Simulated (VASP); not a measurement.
# Al (P6_3/mmc) in VASP: further runs

One crystal, Al, is run at these levels: PBEsol, r2SCAN; tasks: single point.

Program: VASP 6.6.1. These are calculated values, not measurements. Logs are shortened: lines on timing, memory, paths and dates and some standing lists are left out, and cuts for length are marked.

### Step 1. The structure

Symmetry: P6_3/mmc, No. 194, hexagonal system. Conventional cell: a = 2.851 Å, b = 2.851 Å, c = 4.639 Å, α = 90.00°, β = 90.00°, γ = 120.00°. Al (site symmetry -6m2) has 12 Al at 2.84 to 2.85 Å as nearest neighbours.

This isn't the form of Al at room conditions, which is fcc.

### Step 2. Single point, PBEsol

INCAR

```
SYSTEM = Al
PREC = Accurate ; ENCUT = 700
EDIFF = 1E-6 ; ISMEAR = 0
SIGMA = 0.1 ; LREAL = .FALSE.
LASPH = .TRUE. ; NELM = 60
ALGO = Fast ; ISIF = 2
LWAVE = .FALSE. ; LCHARG = .TRUE.
GGA = PS ; LELF = .TRUE.
LVHAR = .TRUE. ; NBANDS = 10
```

KPOINTS

```
Automatic mesh
0
G
  18 18 10
  0 0 0
```

POSCAR

```
Al
1.0
    2.8511200000      0.0000000000      0.0000000000
   -1.4255600000      2.4691400000      0.0000000000
    0.0000000000      0.0000000000      4.6393600000
Al
2
Direct
    0.3333300000      0.6666700000      0.2500000000
    0.6666700000      0.3333300000      0.7500000000
```

Potentials or basis: VASP PAW PBE potentials, release 64 (Al).

Command:

```bash
cat potpaw_PBE.64/Al/POTCAR > POTCAR
mpirun -np 1 vasp_std > vasp.out
```

OUTCAR:

```text
SYSTEM = Al
   PREC = Accurate
   ENCUT = 700
   EDIFF = 1E-6
   ISMEAR = 0
   LREAL = .FALSE.
   LASPH = .TRUE.
   NELM = 60
   ISIF = 2
   GGA = PS

 ion  position               nearest neighbor table
   1  0.333  0.667  0.250-   2 2.84   2 2.84   2 2.84   2 2.84   2 2.84   2 2.84
   2  0.667  0.333  0.750-   1 2.84   1 2.84   1 2.84   1 2.84   1 2.84   1 2.84

  LATTYP: Found a hexagonal cell.
 ALAT       =     2.8511200000
 C/A-ratio  =     1.6272061506

  Lattice vectors:

 A1 = (   2.8511200000,   0.0000000000,   0.0000000000)
 A2 = (  -1.4255600000,   2.4691400000,   0.0000000000)
 A3 = (   0.0000000000,   0.0000000000,   4.6393600000)

Analysis of symmetry for initial positions (statically):
=====================================================================
 Subroutine PRICEL returns:
 Original cell was already a primitive cell.

 Routine SETGRP: Setting up the symmetry group for a
 hexagonal supercell.

 Subroutine GETGRP returns: Found  8 space group operations
 (whereof  4 operations were pure point group operations)
 out of a pool of 24 trial point group operations.

The static configuration has the point symmetry C_2h.
 The point group associated with its full space group is D_2h.

Analysis of symmetry for dynamics (positions and initial velocities):
=====================================================================
 Subroutine PRICEL returns:
 Original cell was already a primitive cell.

 Routine SETGRP: Setting up the symmetry group for a
 hexagonal supercell.

 Subroutine GETGRP returns: Found  8 space group operations
 (whereof  4 operations were pure point group operations)
 out of a pool of 24 trial point group operations.

The dynamic configuration has the point symmetry C_2h.
 The point group associated with its full space group is D_2h.

 Subroutine INISYM returns: Found  8 space group operations
 (whereof  4 operations are pure point group operations),
 and found     1 'primitive' translations

----------------------------------------------------------------------------------------

                                     Primitive cell

  volume of cell :      32.6602

  direct lattice vectors                    reciprocal lattice vectors
     2.851120000  0.000000000  0.000000000     0.350739359  0.202499656  0.000000000
    -1.425560000  2.469140000  0.000000000     0.000000000  0.404999312  0.000000000
     0.000000000  0.000000000  4.639360000     0.000000000  0.000000000  0.215546972

  length of vectors
     2.851120000  2.851117966  4.639360000     0.404999023  0.404999312  0.215546972

  position of ions in fractional coordinates (direct lattice)
     0.333330000  0.666670000  0.250000000
     0.666670000  0.333330000  0.750000000

  ion indices of the primitive-cell ions
   primitive index   ion index
                 1           1
                 2           2

----------------------------------------------------------------------------------------

 KPOINTS: Automatic mesh

Automatic generation of k-mesh.
 Grid dimensions read from file:
 generate k-points for:   18   18   10

 Generating k-lattice:

  Cartesian coordinates                     Fractional coordinates (reciprocal lattice)
     0.019485520  0.011249981  0.000000000     0.055555556  0.000000000  0.000000000
     0.000000000  0.022499962  0.000000000     0.000000000  0.055555556  0.000000000
     0.000000000  0.000000000  0.021554697     0.000000000  0.000000000  0.100000000

  Length of vectors
     0.022499946  0.022499962  0.021554697

  Shift w.r.t. Gamma in fractional coordinates (k-lattice)
     0.000000000  0.000000000  0.000000000

 Subroutine IBZKPT returns following result:
 ===========================================

 Found    546 irreducible k-points:

 Following reciprocal coordinates:
            Coordinates               Weight
  0.000000  0.000000  0.000000      1.000000
  0.055556 -0.000000  0.000000      4.000000
 -0.055556  0.055556  0.000000      2.000000
  0.111111 -0.000000  0.000000      4.000000
 -0.111111  0.111111  0.000000      2.000000
  0.166667  0.000000  0.000000      4.000000
[... 16 lines left out ...]
 -0.055556  0.166667  0.000000      4.000000
 -0.166667  0.111111  0.000000      4.000000
 [... further k-points ...]
   k-points           NKPTS =    546   k-points in BZ     NKDIM =    546   number of bands    NBANDS=     10
   number of dos      NEDOS =    301   number of ions     NIONS =      2
   total plane-waves  NPLWV =  31360
   dimension x,y,z NGX =    28 NGY =   28 NGZ =   40
   dimension x,y,z NGXF=    56 NGYF=   56 NGZF=   80
   ions per type =               2
   NGX,Y,Z   is equivalent  to a cutoff of  16.33, 16.33, 14.33 a.u.
   NGXF,Y,Z  is equivalent  to a cutoff of  32.65, 32.65, 28.67 a.u.
 SYSTEM =  Al
   PREC   = accura    normal or accurate (medium, high low for compatibility)
   ISTART =      0    job   : 0-new  1-cont  2-samecut
   ICHARG =      2    charge: 1-file 2-atom 10-const
   ISPIN  =      1    spin polarized calculation?
   LNONCOLLINEAR =      F non collinear calculations
   LSORBIT =      F    spin-orbit coupling
   LASPH  =      T    aspherical Exc in radial PAW
   ENCUT  =  700.0 eV  51.45 Ry    7.17 a.u.   6.15  6.15 10.01*2*pi/ulx,y,z
   NELM   =     60;   NELMIN=  2; NELMDL= -5     # of ELM steps
   EDIFF  = 0.1E-05   stopping-criterion for ELM
   LREAL  =      F    real-space projection
   EDIFFG = 0.1E-04   stopping-criterion for IOM
   NSW    =      0    number of steps for IOM
   IBRION =     -1    ionic relax: 0-MD 1-quasi-New 2-CG
   NFREE  =      0    steps in history (QN), initial steepest desc. (CG)
   ISIF   =      2    stress and relaxation
   ISYM   =      2    0-nonsym 1-usesym 2-fastsym
   POTIM  = 0.5000    time-step for ionic-motion
   TEBEG  =    0.0;   TEEND  =   0.0 temperature during run
   PSTRESS=    0.0 pullay stress
   NELECT =       6.0000    total number of electrons
   NUPDOWN=      -1.0000    fix difference up-down
   EMIN   =  10.00;   EMAX   =-10.00  energy-range for DOS
   EFERMI =   0.00;   METHOD = LEGACY
   ISMEAR =     0;   SIGMA  =   0.10  broadening in eV -4-tet -1-fermi 0-gaus
   EFERMI_NEDOS =   21; number of points for ismear=-14 and -15
   IALGO  =     68    algorithm
   IMIX   =      4    mixing-type and parameters
     AMIX     =   0.40;   BMIX     =  1.00
     AMIX_MAG =   1.60;   BMIX_MAG =  1.00
  volume/ion in A,a.u.               =      16.33       110.20
  Fermi-wavevector in a.u.,A,eV,Ry     =   0.930648  1.758670 11.784085  0.866106
  Thomas-Fermi vector in A             =   2.057058
   LORBIT       =      0    0 simple, 1 ext, 2 COOP (PROOUT), +10 PAW based schemes
   GGA     = PS    functional components
   LHFCALC =     F    Hartree Fock is set to
   AEXX    =    0.0000 exact exchange contribution
   IVDW    =     0    specifies the selected vdW correction
   LEPSILON=     F    determine dielectric tensor
   LRPA    =     F    only Hartree local field effects (RPA)
 non-spin polarized calculation
 RMM-DIIS sequential band-by-band and
 Gauss-broadening in eV      SIGMA  =   0.10
  energy-cutoff  :      700.00
  volume of cell :       32.66
 maximum number of plane-waves:      1398
 NGX is ok and might be reduce to    28
   NGX = 13   NGY = 13   NGZ = 21

 number of electron       6.0000000 magnetization

 Free energy of the ion-electron system (eV)
  ---------------------------------------------------
  ext. energy  EPLUGINS =         0.00000000
  ---------------------------------------------------
  free energy    TOTEN  =        -8.11657536 eV

  energy without entropy =       -8.11119763  energy(sigma->0) =       -8.11388650

 E-fermi :   8.0642     XC(G=0): -10.2959

 val. band max:        8.0635404152   @ k =  -0.2222   0.5000   0.5000
 cond. band min:       8.0758593642   @ k =   0.3333   0.3333   0.3000
 fundamental gap:      0.0123189490
 Fermi energy:         8.0642302645

 k-point     1 :       0.0000    0.0000    0.0000
  band No.  band energies     occupation
      1      -3.1461      2.00000
      2       3.4450      2.00000
      3       3.7069      2.00000
      4      18.6372      0.00000
      5      18.6372      0.00000
      6      19.0297      0.00000
      7      19.0297      0.00000
      8      20.2342      0.00000
      9      22.1077      0.00000
     10      22.5863      0.00000

 k-point     2 :       0.0556   -0.0000    0.0000
  band No.  band energies     occupation
      1      -3.0712      2.00000
      2       3.5144      2.00000
      3       3.7800      2.00000
      4      17.0851      0.00000
      5      17.7244      0.00000
      6      18.9136      0.00000
      7      20.0703      0.00000
      8      20.9086      0.00000
      9      22.3825      0.00000
     10      22.6516      0.00000

 k-point     3 :      -0.0556    0.0556    0.0000
  band No.  band energies     occupation
      1      -3.0712      2.00000
      2       3.5144      2.00000
      3       3.7800      2.00000
      4      17.0851      0.00000
      5      17.7244      0.00000
      6      18.9136      0.00000
      7      20.0703      0.00000
      8      20.9085      0.00000
      9      22.3844      0.00000
     10      22.6577      0.00000

 k-point     4 :       0.1111   -0.0000    0.0000
  band No.  band energies     occupation
      1      -2.8468      2.00000
      2       3.7224      2.00000
      3       3.9985      2.00000
      4      15.0214      0.00000
      5      16.7700      0.00000
      6      18.1410      0.00000
      7      20.7621      0.00000
      8      20.9041      0.00000
      9      21.3898      0.00000
     10      22.0252      0.00000
[... 222 lines left out ...]
 k-point    22 :       0.1111    0.0556    0.0000
  band No.  band energies     occupation
      1      -2.6228      2.00000
      2       3.9305      2.00000
      3       4.2157      2.00000
      4      14.0327      0.00000
      5      15.1740      0.00000
      6      18.8676      0.00000
      7      19.8839      0.00000
      8      20.0819      0.00000
      9      20.9017      0.00000
     10      21.3466      0.00000

 k-point    23 :      -0.0556    0.1667    0.0000
  band No.  band energies     occupation
      1      -2.6228      2.00000
      2       3.9305      2.00000
      3       4.2157      2.00000
      4      14.0327      0.00000
      5      15.1739      0.00000
      6      18.8676      0.00000
      7      19.8839      0.00000
      8      20.0819      0.00000
      9      20.9017      0.00000
     10      21.3433      0.00000

 k-point    24 :      -0.1667    0.1111    0.0000
  band No.  band energies     occupation
      1      -2.6228      2.00000
      2       3.9305      2.00000
      3       4.2157      2.00000
      4      14.0327      0.00000
      5      15.1740      0.00000
      6      18.8676      0.00000
      7      19.8839      0.00000
      8      20.0819      0.00000
      9      20.9016      0.00000
     10      21.3404      0.00000

 [... further k-points ...]

------------------------ aborting loop because EDIFF is reached ----------------------------------------

  FORCE on cell =-STRESS in cart. coord.  units (eV):
  Direction    XX          YY          ZZ          XY          YZ          ZX
  --------------------------------------------------------------------------------------
  -------------------------------------------------------------------------------------
  Total       -0.0028786     -0.0028742     -0.0064344      0.0000038     -0.0000000     -0.0000000
  in kB       -0.1412114     -0.1409947     -0.3156463      0.0001874     -0.0000000     -0.0000000
  external PRESSURE =      -0.1992841 kB  Pullay stress =       0.0000000 kB

 VOLUME and BASIS-vectors are now :
 -----------------------------------------------------------------------------
  energy-cutoff  :      700.00
  volume of cell :       32.66
      direct lattice vectors                 reciprocal lattice vectors
     2.851120000  0.000000000  0.000000000     0.350739359  0.202499656  0.000000000
    -1.425560000  2.469140000  0.000000000     0.000000000  0.404999312  0.000000000
     0.000000000  0.000000000  4.639360000     0.000000000  0.000000000  0.215546972

 POSITION                                       TOTAL-FORCE (eV/Angst)
 -----------------------------------------------------------------------------------
     -0.00001      1.64610      1.15984         0.000032     -0.000018     -0.000000
      1.42557      0.82304      3.47952        -0.000032      0.000018      0.000000
 -----------------------------------------------------------------------------------
    total drift:                               -0.000000     -0.000000     -0.000000

  FREE ENERGIE OF THE ION-ELECTRON SYSTEM (eV)
  ---------------------------------------------------
  free  energy   TOTEN  =        -8.1165753643 eV

  energy  without entropy=       -8.1111976323  energy(sigma->0) =       -8.11388650
```

It took 2.1 min on 1 thread of Intel Xeon Platinum 8488C (Sapphire Rapids), shared host; peak memory 0.34 GiB.

Results:

```
Free energy            : -8.1166 eV
Pressure               : 0.0 GPa
Band gap on the k mesh : none (metal or under the smearing width)
```

Caveat: the PAW data sets were made with another functional, which shifts forces and pressure a little.

### Step 3. Single point, PBEsol

INCAR: that of step 2 with these lines changed.

```diff
@@ -1,3 +1,3 @@
 SYSTEM = Al
-PREC = Accurate ; ENCUT = 700
+PREC = Accurate ; ENCUT = 520
 EDIFF = 1E-6 ; ISMEAR = 0
```

KPOINTS

```
Automatic mesh
0
G
  27 27 14
  0 0 0
```

POSCAR is that of step 2.

Potentials or basis: VASP PAW PBE potentials, release 64 (Al).

Command:

```bash
cat potpaw_PBE.64/Al/POTCAR > POTCAR
mpirun -np 1 vasp_std > vasp.out
```

Wall time 3 min (1 thread of Intel Xeon Platinum 8488C (Sapphire Rapids), shared host); peak memory 0.49 GiB.

It converged, with:

| Property | Result |
| --- | --- |
| Free energy | -8.1189 eV |
| Pressure | 0.0 GPa |
| Band gap on the k mesh | none (metal or under the smearing width) |

Stress tensor (GPa, compression positive):
```
-0.26  0.00  0.00
 0.00 -0.26  0.00
 0.00  0.00  0.52
```

Levels at points of the mesh, in eV from the Fermi level:
```tsv
k point	band 1	band 2	band 3	band 4	band 5	band 6	band 7
(0.00, 0.00, 0.00)	-11.20	-4.61	-4.35	10.58	10.58	10.97	10.97
(0.00, 0.00, 0.50)	-9.50	-9.50	3.52	3.52	11.82	11.82	11.82
```

Caveat: the PAW data sets were made with another functional, which shifts forces and pressure a little.

### Step 4. Single point, PBEsol

INCAR: that of step 3 with these lines changed.

```diff
@@ -3,3 +3,3 @@
 EDIFF = 1E-6 ; ISMEAR = 0
-SIGMA = 0.1 ; LREAL = .FALSE.
+SIGMA = 0.5 ; LREAL = .FALSE.
 LASPH = .TRUE. ; NELM = 60
```

KPOINTS

```
Automatic mesh
0
G
  18 18 10
  0 0 0
```

POSCAR is that of step 3.

Command:

```bash
cat potpaw_PBE.64/Al/POTCAR > POTCAR
mpirun -np 1 vasp_std > vasp.out
```

Wall time 65 s (1 thread of Intel Xeon Platinum 8488C (Sapphire Rapids), shared host); peak memory 0.26 GiB.

It converged, with:

* Free energy: -8.1691 eV
* Pressure: 0.1 GPa
* Band gap on the k mesh: none (metal or under the smearing width)

Stress tensor (GPa, compression positive):
```
-0.13  0.00  0.00
 0.00 -0.13  0.00
 0.00  0.00  0.66
```

Levels at points of the mesh, in eV from the Fermi level:
| k point | band 1 | band 2 | band 3 | band 4 | band 5 | band 6 | band 7 |
| --- | --- | --- | --- | --- | --- | --- | --- |
| (0.00, 0.00, 0.00) | -11.20 | -4.61 | -4.35 | 10.58 | 10.58 | 10.98 | 10.98 |
| (0.50, 0.00, 0.00) | -5.36 | -5.18 | 0.61 | 1.19 | 1.49 | 1.81 | 5.59 |
| (0.50, 0.50, 0.00) | -5.36 | -5.18 | 0.61 | 1.19 | 1.49 | 1.81 | 5.59 |
| (0.00, 0.00, 0.50) | -9.49 | -9.49 | 3.53 | 3.53 | 11.82 | 11.82 | 11.82 |
| (0.50, 0.00, 0.50) | -3.95 | -3.95 | -3.23 | -3.23 | 7.06 | 7.06 | 7.61 |
| (0.50, 0.50, 0.50) | -3.95 | -3.95 | -3.23 | -3.23 | 7.06 | 7.06 | 7.61 |

Caveat: the PAW data sets were made with another functional, which shifts forces and pressure a little.

### Step 5. Single point, PBEsol

INCAR

```
SYSTEM = Al
PREC = Accurate ; ENCUT = 900
EDIFF = 1E-6 ; ISMEAR = 0
SIGMA = 0.1 ; LREAL = .FALSE.
LASPH = .TRUE. ; NELM = 60
ALGO = Fast ; ISIF = 2
LWAVE = .FALSE. ; LCHARG = .TRUE.
GGA = PS ; LELF = .TRUE.
LVHAR = .TRUE. ; NBANDS = 10
```

KPOINTS is that of step 4.

POSCAR is that of step 4.

Command:

```bash
cat potpaw_PBE.64/Al/POTCAR > POTCAR
mpirun -np 1 vasp_std > vasp.out
```

Run time: 2.5 min. Hardware: 1 thread of Intel Xeon Platinum 8488C (Sapphire Rapids), shared host; peak memory 0.43 GiB.

The run converged. Its results:

* Free energy: -8.1166 eV
* Pressure: 0.0 GPa
* Band gap on the k mesh: none (metal or under the smearing width)

Levels at points of the mesh, in eV from the Fermi level:
| k point | band 1 | band 2 | band 3 | band 4 | band 5 | band 6 |
| --- | --- | --- | --- | --- | --- | --- |
| (0.00, 0.00, 0.00) | -11.21 | -4.62 | -4.36 | 10.57 | 10.57 | 10.97 |
| (0.50, 0.00, 0.00) | -5.37 | -5.19 | 0.60 | 1.18 | 1.48 | 1.80 |
| (0.50, 0.50, 0.00) | -5.37 | -5.19 | 0.60 | 1.18 | 1.48 | 1.80 |
| (0.00, 0.00, 0.50) | -9.50 | -9.50 | 3.52 | 3.52 | 11.81 | 11.81 |
| (0.50, 0.00, 0.50) | -3.97 | -3.97 | -3.24 | -3.24 | 7.05 | 7.05 |
| (0.50, 0.50, 0.50) | -3.97 | -3.97 | -3.24 | -3.24 | 7.05 | 7.05 |

Caveat: the PAW data sets were made with another functional, which shifts forces and pressure a little.

### Step 6. Single point, r2SCAN

INCAR

```
SYSTEM = Al
PREC = Accurate ; ENCUT = 520
EDIFF = 1E-6 ; ISMEAR = 0
SIGMA = 0.1 ; LREAL = .FALSE.
LASPH = .TRUE. ; NELM = 60
ALGO = Normal ; ISIF = 2
LWAVE = .FALSE. ; LCHARG = .TRUE.
METAGGA = R2SCAN ; LMIXTAU = .TRUE.
LELF = .TRUE. ; LVHAR = .TRUE.
NBANDS = 10
```

KPOINTS is that of step 5.

POSCAR is that of step 5.

Potentials or basis: VASP PAW PBE potentials, release 64 (Al).

Command:

```bash
cat potpaw_PBE.64/Al/POTCAR > POTCAR
mpirun -np 1 vasp_std > vasp.out
```

It took 4.5 min on 1 thread of Intel Xeon Platinum 8488C (Sapphire Rapids), shared host; peak memory 0.27 GiB.

The run converged. Its results:

| Quantity | Value |
| --- | --- |
| Free energy | -13.3923 eV |
| Pressure | -2.0 GPa |
| Band gap on the k mesh | none (metal or under the smearing width) |

Stress tensor (GPa, compression positive):
```
-1.91  0.00  0.00
 0.00 -1.91  0.00
 0.00  0.00 -2.17
```

Levels at points of the mesh, in eV from the Fermi level:
| k point | band 1 | band 2 | band 3 | band 4 | band 5 | band 6 | band 7 | band 8 |
| --- | --- | --- | --- | --- | --- | --- | --- | --- |
| (0.00, 0.00, 0.00) | -11.94 | -5.04 | -4.52 | 11.34 | 11.34 | 11.64 | 11.64 | 12.87 |
| (0.50, 0.00, 0.00) | -5.66 | -5.61 | 0.60 | 1.33 | 1.43 | 2.02 | 6.00 | 7.98 |
| (0.50, 0.50, 0.00) | -5.66 | -5.61 | 0.60 | 1.33 | 1.43 | 2.02 | 6.00 | 7.98 |
| (0.00, 0.00, 0.50) | -10.12 | -10.12 | 3.75 | 3.75 | 12.54 | 12.54 | 12.54 | 12.54 |
| (0.50, 0.00, 0.50) | -4.30 | -4.30 | -3.39 | -3.39 | 7.55 | 7.55 | 7.98 | 7.98 |
| (0.50, 0.50, 0.50) | -4.30 | -4.30 | -3.39 | -3.39 | 7.55 | 7.55 | 7.98 | 7.98 |

Caveat: the PAW data sets were made with another functional, which shifts forces and pressure a little.

### Step 7. Summary

```tsv
level	k mesh	cutoff (eV)	smearing	gap on the mesh (eV)	pressure (GPa)
PBEsol	18 × 18 × 10	700	gaussian 0.1 eV	none	0.0
PBEsol	27 × 27 × 14	520	gaussian 0.1 eV	none	0.0
PBEsol	18 × 18 × 10	520	gaussian 0.5 eV	none	0.1
PBEsol	18 × 18 × 10	900	gaussian 0.1 eV	none	0.0
r2SCAN	18 × 18 × 10	520	gaussian 0.1 eV	none	-2.0
```

Alike in all rows: task single point; potentials or basis VASP PAW PBE potentials, release 64 (Al); no spin polarisation; cell as given.

Every run on the cell as given and a fine mesh finds a metal. The pressure there spans -2.0 GPa (r2SCAN) to 0.1 GPa (PBEsol); a positive pressure means that this level wants a larger cell, a negative one a smaller.

Caveats: the PAW data sets were made with another functional, which shifts forces and pressure a little.

Absolute energies hang on the potentials; compare differences alone.
